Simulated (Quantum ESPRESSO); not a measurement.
## ZnS: zone-centre phonons and dielectric response under several settings

```
Zn S
1.0
     0.00000    2.70200    2.70200
     2.70200    0.00000    2.70200
     2.70200    2.70200    0.00000
Zn S
1 1
Direct
  0.75000 0.75000 0.75000
  0.00000 0.00000 0.00000
```

All runs used Quantum ESPRESSO 7.5; k mesh 4 × 4 × 4, shifted; given cell, atoms relaxed; no spin polarisation; occupations smeared at first, fixed for the response.

```tsv
level	potentials	cutoff (eV)	pressure (GPa)	lowest optical mode without the field (cm⁻¹)	highest mode with the field (cm⁻¹)	ε∞ (mean)	ε0 (mean)	Born charge of atom 1 (e)	sum of the Born charges (e)
PBE	JTH 2.0 PBE	735	?	?	?	?	?	?	?
PBE	SG15 PBE 1.2	952	1.7	273	337	5.98	9.1	2.00	-0.01
PBE	SSSP 1.3 efficiency PBE	748	1.6	271	335	5.96	9.1	2.00	-0.01
PBE	GBRV 1.5 PBE	762	1.7	271	335	5.96	9.1	2.00	-0.01
```

What stands in the row left open?

Pressure 1.6 GPa; lowest optical mode without the field 271 cm⁻¹; highest mode with the field 336 cm⁻¹; ε∞ 5.97; ε0 9.2; Born charge of atom 1 2.02 e; sum of the Born charges 0.01 e.

The runs don't all hold the same shells in valence.
